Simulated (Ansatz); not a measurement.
Crystal: MnSn2.

```
Sn Mn
1.0
    -3.32950    3.32950    2.72350
     3.32950   -3.32950    2.72350
     3.32950    3.32950   -2.72350
Sn Mn
4 2
Cartesian
  1.0808 2.2487 2.7235
  2.2487 -1.0808 2.7235
  2.2487 1.0808 0.0000
  1.0808 4.4103 0.0000
  0.0000 0.0000 4.0853
  0.0000 0.0000 1.3618
```

Alike in all runs: program Ansatz 0.2.0; functional PBEsol; potentials or basis Ansatz PAW; cutoff 420 eV (not typed: the program's choice for these potentials); k mesh 6 × 6 × 6; occupations fermi-dirac, width 0.05 eV.

The same cell was started in several ways:

```csv
start,free energy over the lowest (meV/atom),net moment (μB),site or absolute moments (μB),gap
"collinear spin, antiferromagnetic start of up to 4 μB",24.9,0.00,"Sn +0.00; Mn +2.85, -2.85",none (metal or under the smearing width)
"collinear spin, ferrimagnetic start of up to 4 μB",24.9,0.00,"Sn -0.00; Mn +2.85, -2.85",none (metal or under the smearing width)
"collinear spin, random start of up to 4.7 μB",24.9,0.00,"Sn -0.00; Mn -2.85, +2.85",none (metal or under the smearing width)
"collinear spin, ferromagnetic start of up to 5.5 μB",0.0,4.47,Sn -0.08; Mn +2.48,none (metal or under the smearing width)
"collinear spin, ferromagnetic start of up to 4 μB",0.0,4.47,Sn -0.08; Mn +2.48,none (metal or under the smearing width)
no spin polarisation,132.8,-,-,none (metal or under the smearing width)
```

The spin-polarised runs without a constraint all converged, yet they end up to 25 meV/atom apart: a converged run can sit in a state that isn't the lowest. Allowing spin polarisation gains 133 meV/atom. A still lower state may exist.

Caveats: the magnetic or orbital state may not be the lowest (some runs).
